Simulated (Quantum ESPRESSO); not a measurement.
Sn under changes of volume

One of the cells (27.650 Å³/atom); the others are scaled copies at fixed shape and fractional positions:

```
Sn
1.0
    -2.94014    2.94014    1.59930
     2.94014   -2.94014    1.59930
     2.94014    2.94014   -1.59930
Sn
2
Direct
  0.00000 0.00000 0.00000
  0.75000 0.25000 0.50000
```

```yaml
Program: Quantum ESPRESSO 7.5
Functional: r2SCAN
Potentials_or_basis: SG15 PBE 1.2
Cutoff: 952 eV
Density_cutoff: 3810 eV
k_mesh: 4 × 4 × 4
Occupations: fermi-dirac, width 0.05 eV
Spin: no spin polarisation
```

| volume (Å³/atom) | energy over the lowest point (meV/atom) | pressure (GPa) |
| --- | --- | --- |
| 25.991 | ? | ? |
| 26.544 | 0.00 | 0.6 |
| 27.097 | 0.10 | -0.6 |
| 27.650 | 4.03 | -1.6 |
| 28.203 | 11.33 | -2.6 |
| 28.756 | 21.63 | -3.4 |
| 29.309 | 34.55 | -4.0 |

What does the run at 25.991 Å³/atom give?

Energy over the lowest point 4.23 meV/atom; pressure 1.9 GPa.

Worked out: A Birch-Murnaghan fit of order 3 (a polynomial in V^(-2/3)) to the other rows has its minimum at 26.80 Å³/atom with B0 = V·E''(V) = 57 GPa and B' = 5.0 at fixed shape and positions, which overstates the stiffness. It gives 4.23 meV/atom at 25.991 Å³/atom, against the run's 4.23, and -dE/dV = 1.9 GPa, against 1.9.

Energies are extrapolated to zero smearing.

Caveats: all runs use coarse meshes; the potentials were made for another functional, which shifts forces and pressure.
